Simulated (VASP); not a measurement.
Here is a VASP 6.6.1 calculation.

File INCAR:

```
SYSTEM = Re
  PREC = Accurate
  ENCUT = 520
  EDIFF = 1E-7
  ISMEAR = 0
  SIGMA = 0.1
  LREAL = .FALSE.
  LASPH = .TRUE.
  NELM = 150
  ALGO = Normal
  ISIF = 2
  LWAVE = .FALSE.
  LCHARG = .FALSE.
  LNONCOLLINEAR = .TRUE.
  MAGMOM = 0 0 0
  LORBIT = 11
  LSORBIT = .TRUE.
  GGA_COMPAT = .FALSE.
  LORBMOM = .TRUE.
  LMAXMIX = 4
  GGA = PS
  NBANDS = 18
```

File KPOINTS:

```
regular mesh
0
G
  18 18 18
  0 0 0
```

File POSCAR:

```
Re
1.0
    0.0000000000      1.9403324167      1.9403324167
    1.9403324167      0.0000000000      1.9403324167
    1.9403324167      1.9403324167      0.0000000000
Re
1
Direct
    0.0000000000      0.0000000000      0.0000000000
```

Potentials or basis: VASP PAW PBE potentials, release 64 (Re).

Command:

```sh
$ cat potpaw_PBE.64/Re/POTCAR > POTCAR
$ mpirun -np 1 vasp_ncl > vasp.out
```

(1) Predict the pressure.

(2) What does it give for the net moment?

Answers

(1) 0.5 GPa.

(2) 0.00 μB per cell.

Caveat: the PAW data sets were made with another functional, which shifts forces and pressure a little.
